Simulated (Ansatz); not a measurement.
Fitting the PBEsol energy curve of ZrH2

```xyz
3
Lattice="0.0000 2.4092 2.4092 2.4092 0.0000 2.4092 2.4092 2.4092 0.0000" Properties=species:S:1:pos:R:3 pbc="T T T"
Zr    0.0000    0.0000    0.0000
H     1.2046    1.2046    1.2046
H     3.6138    3.6138    3.6138
```

The cell is a database's computed one, not the measured one.

The cell was scaled at fixed shape and fractions and run with Ansatz, all-electron LAPW, scalar-relativistic; PBEsol, k mesh 10 × 10 × 10 on the cell of 3 atoms, fermi-dirac occupations of 0.05 eV, no spin polarisation, no spin-orbit coupling. Energies are those that the program minimises, any entropy of the smearing included. For a metal such a mesh isn't converged to the digits shown.

| V (Å³/atom) | energy over the lowest row (meV/atom) |
| --- | --- |
| 8.7633 | 2.91 |
| 8.9498 | 0.00 |
| 9.1362 | 0.65 |
| 9.3227 | 4.49 |
| 9.5091 | 11.23 |
| 9.6956 | ? |
| 9.8820 | 32.28 |

Problem. Fit the third-order Birch-Murnaghan form, give V0, B0 and B′, and predict the energy left open.

Solution. With y = (V0/V)^(2/3), E = E0 + (9 V0 B0/16) [(y - 1)³ B′ + (y - 1)² (6 - 4y)]. Least squares through the rows shown give V0 = 9.0069 Å³/atom, E0 = -0.16 meV, B0 = 142.6 GPa (1 eV/Å³ = 160.218 GPa) and B′ = 3.97, with a largest miss of 0.00 meV. At V = 9.6956 the form with these constants gives 20.58 meV; the run gave 20.58 meV an atom.
